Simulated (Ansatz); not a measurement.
Crystal: BaTiO3.

```xyz
5
Lattice="3.7045 -0.0164 0.1851 -0.0164 4.1845 0.0253 0.1859 0.0254 3.8917" Properties=species:S:1:pos:R:3 pbc="T T T"
Ba    0.1932    3.7176    3.7583
Ti    1.9778    1.7733    2.4309
O     1.8676    3.3187    3.9251
O     2.1383    3.7507    1.9382
O     3.6777    2.1334    2.1198
```

The cell isn't the ideal one: all atoms moved at random, sigma 0.4 Å a component, cell strained at random, sigma 0.06.

```yaml
Program: Ansatz 0.2.0
Task: relaxation of cell and atoms
Functional: PBEsol
Potentials_or_basis: Ansatz PAW
Cutoff: "420 eV (not typed: the program's choice for these potentials)"
k_mesh: 7 × 7 × 7
Occupations: fermi-dirac, width 0.05 eV
Spin: no spin polarisation
```

At the start: volume 12.04 Å³/atom.

Question: Where does the relaxation end?

Answer: It ends after 17 steps and the volume is 12.69 Å³/atom (+5.5 %); space group R3m (No. 160, to 0.05 Å).

Step by step:
```csv
step,energy change (eV),largest force (eV/Å),volume (Å³)
1,0.0000,11.0696,60.18
2,-5.3033,10.0739,65.05
3,-8.3967,7.5440,66.89
4,-10.3529,5.2635,67.24
5,-11.6827,3.3275,65.98
6,-12.4373,1.4393,64.55
7,-12.6559,0.2503,64.00
8,-12.6797,0.0525,63.38
9,-12.6827,0.1262,63.13
10,-12.6839,0.0065,63.09
11,-12.6838,0.0016,63.11
12,-12.7256,0.0039,63.11
13,-12.7290,0.0105,63.48
14,-12.7292,0.0031,63.46
15,-12.7310,0.0032,63.46
16,-12.7311,0.0008,63.46
17,-12.7311,0.0008,63.46
```

Final structure:
```
Ba Ti O
1.0
     3.98523    0.00440    0.00392
     0.00478    3.99237    0.00483
     0.00490    0.00485    3.98882
Ba Ti O
1 1 3
Direct
  0.99409 0.99353 0.99381
  0.48342 0.48216 0.48278
  0.50555 0.50585 0.01199
  0.50544 0.01247 0.50558
  0.01150 0.50598 0.50583
```

Caveat: the plane-wave basis is chosen anew once the cell has moved, so the energies of steps on either side of that aren't comparable; the pressure holds a Pulay correction of +0.6 GPa for the finite cutoff; the PAW data sets come from PBE, with cores solved anew for the run's functional, which leaves a small shift of forces and pressure.
